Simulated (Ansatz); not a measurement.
A surface is cut from this relaxed crystal of WC:

```yaml
crystal:
  lattice:
    - [2.89841, 0.00000, 0.00000]
    - [-1.44921, 2.51010, 0.00000]
    - [0.00000, 0.00000, 2.82761]
  atoms:
    - { symbol: W, position: [0.00000, 0.00000, 0.00000] }
    - { symbol: C, position: [0.66667, 0.33333, 0.50000] }
```

Miller indices refer to the conventional cell of P-6m2 (No. 187), a = 2.898 Å, b = 2.898 Å, c = 2.828 Å, α = 90.00°, β = 90.00°, γ = 120.00°.

The (100) slab of 10 planes, 10.9 Å thick with 15 Å of vacuum as cut; outer planes W (top) and C (bottom).

All numbers below come from DFT PBEsol, scalar-relativistic, plane waves, PAW in Ansatz 0.2.0. Cutoff 420 eV; k points 12×12×1 on the computed 10-atom cell (Γ-centred); Gaussian smearing, width 0.10 eV; no spin polarisation. The cell repeats along c with a dipole correction in the vacuum.

With the atoms at the bulk's places:

- Surface energy (mean of both faces): 4.35 J/m²
- Work function: 5.39 eV (top), 6.00 eV (bottom)
- Dipole of the slab along +c, per cell: 0.03 e·Å

Problem. What changes when all atoms relax within this surface cell and its symmetry?

Solution. The energy falls by 0.343 J/m² a face, and the largest move is 0.20 Å.

For the relaxed slab, the surface energy (mean of both faces) is 4.01 J/m² and the work function is 5.32 eV (top), 5.41 eV (bottom).

```
plane (bottom to top) atoms spacing to next, bulk (Å) relaxed (Å) change (%)
                    1      C                      0.837        0.600       -28.3
                    2      W                      1.673        1.708        +2.1
                    3      C                      0.837        0.824        -1.6
                    4      W                      1.673        1.676        +0.1
                    5      C                      0.837        0.833        -0.5
                    6      W                      1.673        1.673         0.0
                    7      C                      0.837        0.837         0.0
                    8      W                      1.673        1.679        +0.3
                    9      C                      0.837        0.780        -6.8
                   10      W
```

Spin-orbit coupling is left out, which matters for the bands of heavy elements.